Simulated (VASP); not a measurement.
A run of VASP 6.6.1:

The input INCAR:

```
  PREC = Accurate
  ENCUT = 520
  EDIFF = 1E-7
  ISMEAR = 0
  SIGMA = 0.02
  LREAL = F
  LASPH = T
  NELM = 100
  ALGO = Fast
  ISIF = 2
  LWAVE = F
  LCHARG = F
  GGA = PE
  IVDW = 12
  NBANDS = 60
```

KPOINTS

```
regular mesh
0
Gamma
  6 6 4
```

The input POSCAR:

```
TiO2
1.0
    6.1030963669     -1.8678066954     -0.0082970590
    6.1030963669      1.8678066954     -0.0082970590
   -1.9210519778      0.0000000000      6.3028581152
Ti O
4 8
Direct
    0.8062008079      0.8062008079      0.7184798005
    0.1006121590      0.1006121590      0.7099543430
    0.1937991921      0.1937991921      0.2815201995
    0.8993878410      0.8993878410      0.2900456570
    0.0583313859      0.0583313859      0.3704743734
    0.6384988859      0.6384988859      0.7069313135
    0.1315270216      0.1315270216      0.0031917776
    0.9416686141      0.9416686141      0.6295256266
    0.7352647101      0.7352647101      0.3457969552
    0.8684729784      0.8684729784      0.9968082224
    0.2647352899      0.2647352899      0.6542030448
    0.3615011141      0.3615011141      0.2930686865
```

Potentials or basis: VASP PAW PBE potentials, release 64 (Ti_sv, O).

Launch:

```console
$ cat potpaw_PBE.64/Ti_sv/POTCAR potpaw_PBE.64/O/POTCAR > POTCAR
$ mpirun -np 1 vasp_std > vasp.out
```

Hardware: 1 thread of Intel(R) Xeon(R) Platinum 8488C (Sapphire Rapids) (shared host).

Task: How long does it take, and how much memory?

Result: It took 21 min on 1 thread of Intel(R) Xeon(R) Platinum 8488C (Sapphire Rapids) (shared host), peak memory 0.53 GiB. Counts: scf iterations 29, k points 47.
